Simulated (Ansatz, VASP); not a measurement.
# Two plane-wave programs on W

```xyz
1
Lattice="-1.6184 1.5441 1.5441 1.5441 -1.6184 1.5441 1.5441 1.5441 -1.6184" Properties=species:S:1:pos:R:3 pbc="T T T"
W     0.0000    0.0000    0.0000
```

Change from the starting cell: equal engineering shear yz, xz and xy -0.0467, equal normal strain along x, y and z -0.0300.

Alike in both runs: task single point; functional PBE; k mesh 20 × 20 × 20; occupations gaussian, width 0.15 eV; no spin polarisation.

```csv
,VASP,Ansatz
version,VASP 6.6.1,Ansatz 0.2.0
potentials or method,"VASP PAW PBE potentials, release 64 (W_sv)","scalar-relativistic, plane waves, PAW"
plane-wave cutoff (eV),520,420
valence electrons in the cell,14,14
```

|  | VASP | Ansatz | Ansatz less VASP |
| --- | --- | --- | --- |
| gap on the k mesh at the Fermi level (eV) | none | none | - |
| pressure (GPa) | 36.9 | 35.9 | -1.03 |
| largest component of the traceless stress (GPa) | 11.66 | 11.41 | -0.250 |

A gap of «none» marks a metal or a gap that the smearing closes.

Caveats: so large a pressure means that the cell lies far from this level's equilibrium, or that cutoff or potentials fall short (VASP). Spin-orbit coupling is left out, which matters for the levels of W.
